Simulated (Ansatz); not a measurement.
**TiTe₂ (P-3m1)**

The calculation used DFT PBEsol, scalar-relativistic, plane waves, PAW in Ansatz 0.2.0.

Cutoff 420 eV; k points 12×12×8 on the computed 3-atom cell (Γ-centred); Gaussian smearing, width 0.10 eV; no spin polarisation.

The structure is relaxed at this level of theory with its symmetry kept. Whether it is the stable form of this composition wasn't checked.

It takes space group P-3m1 (No. 164, trigonal). Conventional cell: a = 3.696 Å, b = 3.696 Å, c = 6.445 Å, α = 90.00°, β = 90.00°, γ = 120.00°. Around Ti (site symmetry -3m) lie 6 Te at 2.74 Å. Te (site symmetry 3m) is surrounded by 3 Ti at 2.74 Å.

| Property | Result |
| --- | --- |
| Volume per atom | 25.42 Å³ |
| Formation energy from the elements' standard states (uncorrected) | -0.720 eV/atom |
| Kohn–Sham band gap | none (metal) |
| Density of states at the Fermi level | 1.51 states/eV per cell |
| Löwdin character within 0.5 eV of the Fermi level | Ti 3d 70 %, Te 5p 25 % |
| Bader charges (e) | Ti (1 in the cell) 1.30, Te (2 in the cell) -0.65 |

Spin-orbit coupling is left out, which matters for the bands of heavy elements.